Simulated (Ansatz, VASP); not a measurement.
# One calculation of La2O3, two programs

File INCAR:

```
SYSTEM = La2O3
  PREC = Accurate
  ENCUT = 520
  EDIFF = 1E-6
  ISMEAR = -1
  SIGMA = 0.05
  LREAL = .FALSE.
  LASPH = .TRUE.
  NELM = 80
  ALGO = Normal
  ISIF = 2
  LWAVE = .FALSE.
  LCHARG = .FALSE.
  GGA = PS
  NBANDS = 28
```

KPOINTS

```
regular mesh
0
G
  8 8 5
  0 0 0
```

Contents of POSCAR:

```
La2O3
1.0
    3.9043960235      0.0000000000      0.0000000000
   -1.9521980118      3.3813061428      0.0000000000
    0.0000000000      0.0000000000      6.0709324617
La O
2 3
Direct
    0.3333333333      0.6666666667      0.2462356800
    0.6666666667      0.3333333333      0.7537643200
    0.0000000000      0.0000000000      0.0000000000
    0.3333333333      0.6666666667      0.6458906500
    0.6666666667      0.3333333333      0.3541093500
```

File input.yaml:

```yaml
crystal:
  lattice:
    - [3.9043960235, 0.0, 0.0]
    - [-1.9521980118, 3.3813061428, 0.0]
    - [0.0, 0.0, 6.0709324617]
  atoms:
    - { symbol: La, position: [0.3333333333, 0.6666666667, 0.24623568] }
    - { symbol: La, position: [0.6666666667, 0.3333333333, 0.75376432] }
    - { symbol: O, position: [0.0, 0.0, 0.0] }
    - { symbol: O, position: [0.3333333333, 0.6666666667, 0.64589065] }
    - { symbol: O, position: [0.6666666667, 0.3333333333, 0.35410935] }
kpoints:
  mp_grid: { grid: [8, 8, 5] }
scf:
  occupations: { method: fermi_dirac, width: 0.05 }
hamiltonian:
  xc: pbesol
  pseudopotentials: { kind: all_electron, lapw: { basis_error: 0.001 } }
output:
  forces: true
  stress: true
  eigenvalues: true
```

Change from the starting cell: volume scaled by 0.98.

Alike in both runs: task single point; functional PBEsol; k mesh 8 × 8 × 5; occupations fermi-dirac, width 0.05 eV; no spin polarisation.

|  | VASP | Ansatz |
| --- | --- | --- |
| version | VASP 6.6.1 | Ansatz 0.2.0 |
| potentials or method | VASP PAW PBE potentials, release 64 (La, O) | all-electron LAPW, scalar-relativistic |
| plane-wave cutoff (eV) | 520 | see its input |

VASP gave:

| Item | Value |
| --- | --- |
| gap on the k mesh at the Fermi level (eV) | 3.85 |
| least direct gap on the mesh (eV) | 3.97 |
| pressure (GPa) | -0.5 |
| largest component of the traceless stress (GPa) | 0.20 |
| rms of the force components (eV/Å) | 0.023 |

Task: What did Ansatz give for the same quantities?

Result: gap on the k mesh at the Fermi level (eV): 3.82; least direct gap on the mesh (eV): 3.96; pressure (GPa): -0.3; largest component of the traceless stress (GPa): 0.22; rms of the force components (eV/Å): 0.025.

Atom by atom the forces differ by 0.003 eV/Å (rms over components). Ansatz ran all-electron here, so the differences hold the error of VASP's frozen core and of both bases.

Caveats: spin-orbit coupling is left out, which moves the levels of the heavy elements; an odd mesh through Γ misses points on the zone boundary, where band edges often lie; the PAW data sets were made with another functional, which shifts forces and pressure a little (VASP).
